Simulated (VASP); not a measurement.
A run of VASP 6.6.1 is set up as follows.

Contents of INCAR:

```
PREC = Accurate
ENCUT = 520
EDIFF = 1E-7
ISMEAR = 0
SIGMA = 0.1
LREAL = False
LASPH = True
NELM = 100
ALGO = Normal
ISIF = 3
LWAVE = False
LCHARG = False
GGA = PS
IBRION = 2
NSW = 80
EDIFFG = -0.002
PSTRESS = 750.0
```

File KPOINTS:

```
Automatic mesh
0
Gamma
  4 4 4
```

File POSCAR:

```
Hf                                      
1.0
   -1.5783666462      1.5783666462      1.5783666462
    1.5783666462     -1.5783666462      1.5783666462
    1.5783666462      1.5783666462     -1.5783666462
  Hf            
     1
Direct
     0.0000000000000000    0.0000000000000000    0.0000000000000000
```

Potentials or basis: VASP PAW PBE potentials, release 64 (Hf_pv).

Command:

```console
$ cat potpaw_PBE.64/Hf_pv/POTCAR > POTCAR
$ mpirun -np 1 vasp_std > vasp.out
```

**Question.** Estimate the band gap on the k mesh.

**Answer.** None (metal or under the smearing width).

**Question.** Estimate the relaxed volume.

**Answer.** 14.48 Å³/atom.

The path:
| step | energy change (eV) | largest force (eV/Å) | pressure (GPa) | volume (Å³) |
| --- | --- | --- | --- | --- |
| 1 | 0.0000 | 0.0000 | 49.98 | 15.73 |
| 2 | 3.6952 | 0.0000 | 236.94 | 10.77 |
| 3 | 0.4335 | 0.0000 | 72.53 | 14.58 |
| 4 | 0.4723 | 0.0000 | 74.45 | 14.50 |
| 5 | 0.4835 | 0.0000 | 74.99 | 14.48 |

Caveat: the k mesh is coarse (spacing up to 0.70 Å⁻¹), so the values aren't converged; the cell is relaxed towards a set pressure, so the enthalpy falls and the energy may rise; the PAW data sets were made with another functional, which shifts forces and pressure a little. The run has no spin-orbit coupling, so splittings on Hf are missing.
